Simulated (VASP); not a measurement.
SnO2: equilibrium volume by level of theory

```cif
data_structure
_symmetry_space_group_name_H-M 'P4_2/mnm'
_symmetry_Int_Tables_number 136
_cell_length_a 4.7380
_cell_length_b 4.7380
_cell_length_c 3.1865
_cell_angle_alpha 90.000
_cell_angle_beta 90.000
_cell_angle_gamma 90.000
_cell_volume 71.53
loop_
_atom_site_label
_atom_site_type_symbol
_atom_site_symmetry_multiplicity
_atom_site_Wyckoff_symbol
_atom_site_fract_x
_atom_site_fract_y
_atom_site_fract_z
_atom_site_occupancy
Sn1 Sn 2 a 0.00000 0.00000 0.00000 1
O1 O 4 f 0.30710 0.30710 0.00000 1
```

```tsv
rung	level	program and potentials	cutoff (eV)	k mesh	equilibrium volume (Å³/atom)	notes
LDA	LDA	VASP, LDA PAW files O, Sn_d, 600 eV	600	6 × 6 × 8	11.90	-
GGA	AM05	VASP, PBE PAW files O, Sn_d, 600 eV	600	6 × 6 × 8	12.22	potentials made for PBE
GGA	PBE	VASP, PBE PAW files O, Sn_d, 600 eV	600	6 × 6 × 8	(a)	-
GGA + dispersion	PBE+D3(BJ)	VASP, PBE PAW files O, Sn_d, 600 eV	600	6 × 6 × 8	12.39	-
GGA	PBEsol	VASP, PBE PAW files O, Sn_d, 600 eV	600	6 × 6 × 8	12.20	potentials made for PBE
GGA	RPBE	VASP, PBE PAW files O, Sn_d, 600 eV	600	6 × 6 × 8	12.91	potentials made for PBE
meta-GGA	r2SCAN	VASP, PBE PAW files O, Sn_d, 600 eV	600	6 × 6 × 8	12.13	potentials made for PBE
```

Task: relaxation of cell and atoms. All rows: no spin polarisation. Meshes are those of the run's cell of 6 atoms unless a note names another. Relaxations start from the cell shown or near it and stop with a little pressure left. Runs on faulty files, with rough fits or with known faults for this quantity aren't shown. No row holds spin-orbit coupling.

Task: Estimate the value left out from the other rows.

Result: (a) 12.61 Å³/atom.
